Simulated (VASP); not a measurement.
Crystal: Li.

```xyz
1
Lattice="0.0000 2.0885 2.0885 2.0885 0.0000 2.0885 2.0885 2.0885 0.0000" Properties=species:S:1:pos:R:3 pbc="T T T"
Li    0.0000    0.0000    0.0000
```

This isn't the form of Li at room conditions, which is bcc.

- Program: VASP 6.6.1
- Task: relaxation of cell and atoms
- Functional: PBE
- Potentials or basis: VASP PAW PBE potentials, release 64 (Li_sv)
- Cutoff: 600 eV
- k mesh: 18 × 18 × 18
- Occupations: gaussian, width 0.1 eV
- Spin: no spin polarisation

At the start: pressure 1.6 GPa; volume 18.22 Å³/atom.

**Question.** How do energy, volume and symmetry change on relaxing?

**Answer.** Over 4 steps the energy falls by 8.6 meV/atom and the volume is 20.12 Å³/atom (+10.4 %); space group Fm-3m (No. 225, to 0.05 Å).

Step by step:
```csv
step,energy change (eV),largest force (eV/Å),pressure (GPa),volume (Å³)
1,0.0000,0.0000,1.55,18.22
2,-0.0039,0.0000,1.11,18.69
3,-0.0086,0.0000,0.07,20.03
4,-0.0086,0.0000,0.00,20.12
```

Final structure:
```
CELL_PARAMETERS angstrom
0.00000 2.15883 2.15883
2.15883 0.00000 2.15883
2.15883 2.15883 0.00000
ATOMIC_POSITIONS crystal
Li 0.00000 0.00000 0.00000
```

Caveat: the cutoff is under 1.25 times the usual one of these potentials, so pressure, stress and relaxed cells hold a basis-set (Pulay) error.
